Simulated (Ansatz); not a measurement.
**CaSe: a trial structure relaxed**

Where does this trial cell of CaSe go when cell and atoms are let free?

Computed with Ansatz 0.2.0 (DFT PBE+D3(BJ), scalar-relativistic, plane waves, PAW, unless a step's input says otherwise).

**1. The system as given**

The structure is orthorhombic, space group Cmmm (No. 65). Conventional cell: a = 4.298 Å, b = 7.560 Å, c = 4.298 Å, α = 90.00°, β = 90.00°, γ = 90.00°. Ca (site symmetry mmm) is surrounded by 4 Se at 3.04 Å. Se (site symmetry mmm) is surrounded by 4 Ca at 3.04 Å.

As a file:

```
Ca Se
1.0
     2.14917   -3.78000    0.00000
     2.14917    3.78000    0.00000
     0.00000    0.00000    4.29833
Ca Se
1 1
Direct
  0.00000 0.00000 0.00000
  0.50000 0.50000 0.50000
```

The cell is invented: sheets of the NaI type stacked in turn (Cmmm, No. 65). Lengths come from tabulated atomic sizes and are only a guess.

**2. Probe: one point on a coarse mesh**

input.yaml

```yaml
crystal:
  lattice:
    - [2.1491672, -3.78, 0.0]
    - [2.1491672, 3.78, 0.0]
    - [0.0, 0.0, 4.2983344]
  atoms:
    - { symbol: Ca, position: [0.0, 0.0, 0.0] }
    - { symbol: Se, position: [0.5, 0.5, 0.5] }
basis:
  ecutwfc: 420
kpoints:
  mp_grid: { grid: [6, 6, 4] }
hamiltonian:
  xc: pbe
  dispersion: d3bj
scf:
  occupations: { method: gaussian, width: 0.1 }
  lower_state_search: "off"
output:
  forces: true
  stress: true
  eigenvalues: true
```

Command:

```bash
ansatz run input.yaml --threads 1 --pin off --max-ram 2048MiB --backend cpu --events-out ev --progress --plain --runs-dir out
```

Further runs follow: a loose first relaxation; relaxation on the finer mesh.

Q: Predict the outcome of this session. Wanted: conventional cell; volume; energy over the elements; gap on the mesh.

The runs gave:

| quantity | value |
| --- | --- |
| symmetry at the end (tolerance 0.02 Å) | space group Cmmm (No. 65) |
| conventional cell | a = 5.070 Å, b = 5.088 Å, c = 3.591 Å, α = 90.00°, β = 90.00°, γ = 90.00° |
| volume | 23.16 Å³/atom |
| energy over the elements | -1.79 eV/atom |
| gap on the mesh | 0.71 eV |

What this shows: The space group Cmmm (No. 65) is kept, and the volume per atom shrinks by 33.7 % from the first guess. It lies below the elements, which doesn't yet make it stable: competing phases were not computed in this session. No finished test with a distortion of lower symmetry is shown, so the end may be a saddle point.
